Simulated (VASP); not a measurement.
SnSe2, 3 atoms in the cell. The structure is trigonal, space group P-3m1 (No. 164). Conventional cell: a = 3.819 Å, b = 3.819 Å, c = 6.153 Å, α = 90.00°, β = 90.00°, γ = 120.00°. Sn (site symmetry -3m) has 6 Se at 2.72 Å as nearest neighbours. Se (site symmetry 3m) has 3 Sn at 2.72 Å as nearest neighbours. The cell is a database's computed one.

* Program: VASP 6.6.1
* Task: band structure
* Functional: r2SCAN
* Potentials or basis: VASP PAW PBE potentials, release 64 (Sn_d, Se)
* Cutoff: 520 eV
* k mesh: 9 × 9 × 4
* Occupations: gaussian, width 0.02 eV
* Spin: no spin polarisation
* Further INCAR settings: ALGO = Normal; EDIFF = 1e-07; NBANDS = 20

Potentials or basis: VASP PAW PBE potentials, release 64 (Sn_d, Se).

Run with:

```console
$ cat potpaw_PBE.64/Sn_d/POTCAR potpaw_PBE.64/Se/POTCAR > POTCAR
$ mpirun -np 1 vasp_std > vasp.out
```

Hardware: 1 thread of AMD EPYC 9R45 96-Core Processor (Zen 5), on a shared host.

Task: How long does it take, and how much memory?

Result: Wall time 12 min on 1 thread of AMD EPYC 9R45 96-Core Processor (Zen 5), on a shared host, peak memory 0.32 GiB. Counts: scf iterations 43, k points 95.
